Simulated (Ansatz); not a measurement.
Runs of Ansatz 0.2.0 on KF. It takes space group Pm-3m (No. 221, cubic). The conventional cell has a = 3.259 Å, b = 3.259 Å, c = 3.259 Å, α = 90.00°, β = 90.00°, γ = 90.00°. K (site symmetry m-3m) is surrounded by 8 F at 2.82 Å. Around F (site symmetry m-3m) lie 8 K at 2.82 Å. The cell comes from a database or a generator and needn't be the stable form of this composition.

| task | level | potentials or basis | spin | cell | k mesh | cutoff (eV) | smearing | optics k mesh | broadening | basis error allowed | gap on the mesh (eV) | pressure (GPa) | moment (μB) |
| --- | --- | --- | --- | --- | --- | --- | --- | --- | --- | --- | --- | --- | --- |
| band structure | RPBE+D3(BJ) | all-electron LAPW, scalar-relativistic | non-collinear, random start | as given | 6 × 6 × 6 | 206 | fermi-dirac 0.1 eV | - | - | 0.0005 eV/atom | (a) | -9.6 | 0.00 |
| single point | PBEsol | all-electron PAW datasets made for the crystal | collinear, ferromagnetic start | as given | 8 × 8 × 8 | 300 | gaussian 0.1 eV | - | - | - | 6.11 | -2.5 | 0.00 |
| optical spectrum | revPBE-LDA | all-electron LAPW, inner shells corrected to Dirac's equation | off | as given | 8 × 8 × 8 | 202 | fixed | 12 × 12 × 12 | 0.2 eV | 0.0005 eV/atom | (b) | - | - |
| projected density of states | B88-PBE | all-electron PAW datasets made for the crystal | off | volume scaled by 1.15 | 8 × 8 × 8 | 260 | fixed | - | - | - | 5.59 | -2.5 | - |

Question: Fill in the values left out.

Answer: (a) 6.57; (b) 6.86.

Caveats: the starting moments weren't kept (some runs); local fields are left out (some runs); spectra need much finer meshes, so this one isn't converged (some runs); independent-particle spectra lack excitons (some runs); the program warned that the printed levels may be off, so bands, gaps and densities of states are rough (some runs).

A k mesh can miss the band edges.

The runs don't all hold the same shells in valence.

Runs at the PBE level aren't shown here.
